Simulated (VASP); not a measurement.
A run of VASP 6.6.1 is set up as follows.

File INCAR:

```
SYSTEM = Si
ALGO = Normal ; EDIFF = 1E-7
ENCUT = 520 ; GGA = RE
ISIF = 2 ; ISMEAR = -1
LASPH = .TRUE. ; LCHARG = .FALSE.
LREAL = .FALSE. ; LWAVE = .FALSE.
NBANDS = 11 ; NELM = 60
PREC = Accurate ; SIGMA = 0.05
```

The input KPOINTS:

```
k-points
0
G
  8 8 8
  0 0 0
```

Contents of POSCAR:

```
Si
1.0
    0.0000000000      2.7218511865      2.7218511865
    2.7218511865      0.0000000000      2.7218511865
    2.7218511865      2.7218511865      0.0000000000
Si
2
Direct
    0.5000000000      0.5000000000      0.5000000000
    0.7500000000      0.7500000000      0.7500000000
```

KPOINTS_OPT

```
path GXWKGLUWLK,UX
20
line-mode
reciprocal
 0.0000000000  0.0000000000  0.0000000000  G
 0.5000000000  0.0000000000  0.5000000000  X

 0.5000000000  0.0000000000  0.5000000000  X
 0.5000000000  0.2500000000  0.7500000000  W

 0.5000000000  0.2500000000  0.7500000000  W
 0.3750000000  0.3750000000  0.7500000000  K

 0.3750000000  0.3750000000  0.7500000000  K
 0.0000000000  0.0000000000  0.0000000000  G

 0.0000000000  0.0000000000  0.0000000000  G
 0.5000000000  0.5000000000  0.5000000000  L

 0.5000000000  0.5000000000  0.5000000000  L
 0.6250000000  0.2500000000  0.6250000000  U

 0.6250000000  0.2500000000  0.6250000000  U
 0.5000000000  0.2500000000  0.7500000000  W

 0.5000000000  0.2500000000  0.7500000000  W
 0.5000000000  0.5000000000  0.5000000000  L

 0.5000000000  0.5000000000  0.5000000000  L
 0.3750000000  0.3750000000  0.7500000000  K

 0.6250000000  0.2500000000  0.6250000000  U
 0.5000000000  0.0000000000  0.5000000000  X
```

Potentials or basis: VASP PAW PBE potentials, release 64 (Si).

Command:

```console
$ cat potpaw_PBE.64/Si/POTCAR > POTCAR
$ mpirun -np 1 vasp_std > vasp.out
```

Question: What does it give for the pressure?

Answer: 2.3 GPa.

Question: Estimate the band gap on the k mesh.

Answer: 0.67 eV, indirect (least direct gap 2.57 eV).

Levels at the corners of the path, in eV from the valence-band top:
```
point  band 1  band 2  band 3  band 4  band 5  band 6  band 7  band 8
    Γ  -11.89    0.00    0.00    0.00    2.57    2.57    2.57    3.38
    X   -7.77   -7.77   -2.83   -2.83    0.76    0.76   10.09   10.09
    X   -7.77   -7.77   -2.83   -2.83    0.76    0.76   10.09   10.09
    W   -7.61   -7.61   -3.81   -3.81    4.29    4.29    5.00    5.00
    W   -7.61   -7.61   -3.81   -3.81    4.29    4.29    5.00    5.00
    K   -8.19   -7.19   -4.25   -2.40    1.25    4.15    7.45    8.01
    K   -8.19   -7.19   -4.25   -2.40    1.25    4.15    7.45    8.01
    Γ  -11.89    0.00    0.00    0.00    2.57    2.57    2.57    3.38
    Γ  -11.89    0.00    0.00    0.00    2.57    2.57    2.57    3.38
    L   -9.58   -6.91   -1.19   -1.19    1.57    3.34    3.34    7.81
    L   -9.58   -6.91   -1.19   -1.19    1.57    3.34    3.34    7.81
    U   -8.19   -7.19   -4.25   -2.40    1.25    4.15    7.45    8.01
    U   -8.19   -7.19   -4.25   -2.40    1.25    4.15    7.45    8.01
    W   -7.61   -7.61   -3.81   -3.81    4.29    4.29    5.00    5.00
    W   -7.61   -7.61   -3.81   -3.81    4.29    4.29    5.00    5.00
    L   -9.58   -6.91   -1.19   -1.19    1.57    3.34    3.34    7.81
    L   -9.58   -6.91   -1.19   -1.19    1.57    3.34    3.34    7.81
    K   -8.19   -7.19   -4.25   -2.40    1.25    4.15    7.45    8.01
    U   -8.19   -7.19   -4.25   -2.40    1.25    4.15    7.45    8.01
    X   -7.77   -7.77   -2.83   -2.83    0.76    0.76   10.09   10.09
```

Caveat: the PAW data sets were made with another functional, which shifts forces and pressure a little.
